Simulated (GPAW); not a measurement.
Crystal: LiF (Griceite).

```
F Li
1.0
     0.00000    2.01400    2.01400
     2.01400    0.00000    2.01400
     2.01400    2.01400    0.00000
F Li
1 1
Direct
  0.50000 0.50000 0.50000
  0.00000 0.00000 0.00000
```

Base run:

| Property | Result |
| --- | --- |
| Program | GPAW 26.7.0 |
| Functional | PBE |
| Potentials or basis | PAW data sets generated in the run's folder for this functional |
| Cutoff | 800 eV |
| Basis | pw |
| k mesh | 11 × 11 × 11 |
| Occupations | fermi-dirac, width 0.05 eV |
| Spin | no spin polarisation |

Its results: band gap on the k mesh 9.06 eV, direct; pressure 0.6 GPa.

After a change of settings the same cell gave: band gap on the k mesh 9.07 eV, direct; pressure 2.0 GPa. Which change was it?
A. potentials or basis from PAW data sets generated in the run's folder for this functional to GPAW PAW data sets (gpaw-data 1.2.1); occupations from fermi-dirac, width 0.05 eV to gaussian, width 0.05 eV
B. functional from PBE to LDA; band points from 80 to 60
C. functional from PBE to PBEint; band points from 80 to 100
D. functional from PBE to WC; band points from 80 to 60

A.

Caveats: an odd mesh through Γ misses points on the zone boundary, where band edges often lie (some runs).

Not every run made on this cell is shown here.
